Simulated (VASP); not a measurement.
Wanted: the native input for a VASP 6.6.1 run.

| Item | Value |
| --- | --- |
| Task | relaxation of cell and atoms |
| Functional | LDA |
| Potentials or basis | VASP PAW LDA potentials, release 64 (Co, O) |
| Cutoff | 600 eV |
| k mesh | 8 × 8 × 7 |
| Occupations | fermi-dirac, width 0.05 eV |
| Spin | collinear spin, ferromagnetic start |
| Starting moments | [2.0, 0.0] μB |
| Further INCAR settings | ALGO = Normal; EDIFF = 1e-06; IBRION = 2; EDIFFG = -0.02; NSW = 60; ISIF = 3 |

The structure of CoO lies in POSCAR:

```
CoO
1.0
    2.8284500000      0.0000000000      0.0000000000
   -1.4142300000      2.4495100000      0.0000000000
    0.0000000000      0.0000000000      2.7217200000
Co O
1 1
Direct
    0.0000000000      0.0000000000      0.5000000000
    0.6666700000      0.3333300000      0.0000000000
```

The cell was built by a generator and needn't be a form met in nature.

The input as run:

INCAR

```
PREC = Accurate
ENCUT = 600
EDIFF = 1E-6
ISMEAR = -1
SIGMA = 0.05
LREAL = F
LASPH = T
NELM = 150
ALGO = Normal
ISIF = 3
LWAVE = F
LCHARG = F
ISPIN = 2
MAGMOM = 2 0
LORBIT = 11
LMAXMIX = 4
IBRION = 2
NSW = 60
EDIFFG = -0.02
```

KPOINTS

```
regular mesh
0
Gamma
  8 8 7
```

Potentials or basis: VASP PAW LDA potentials, release 64 (Co, O).

Command:

```console
$ cat potpaw_LDA.64/Co/POTCAR potpaw_LDA.64/O/POTCAR > POTCAR
$ mpirun -np 1 vasp_std > vasp.out
```

It gave:

```json
{
  "Relaxed volume": "8.54 Å³/atom",
  "Relaxed cell": "a = 2.732 Å, b = 2.732 Å, c = 2.643 Å, α = 90.00°, β = 90.00°, γ = 120.00°",
  "Space group after relaxing (to 0.05 Å)": "P-6m2 (No. 187)",
  "Energy gained by relaxing": "51.7 meV/atom",
  "Ionic steps": "10",
  "Pressure after relaxing": "0.0 GPa",
  "Band gap on the k mesh": "none (metal or under the smearing width)",
  "Net moment": "2.76 μB per cell",
  "Site moments": "Co +2.32; O +0.38 μB",
  "Valence electrons inside the program's atomic spheres": "Co 8.08; O 4.97"
}
```

Caveat: a cell with one magnetic atom can't hold antiferromagnetic order, which such compounds often take; semilocal functionals often make such compounds metallic where correlation or magnetic order opens a gap, which also shifts bond lengths.

Wall time 2.2 min on 1 thread of Intel(R) Xeon(R) Platinum 8488C (Sapphire Rapids), on a shared host, peak memory 0.18 GiB.
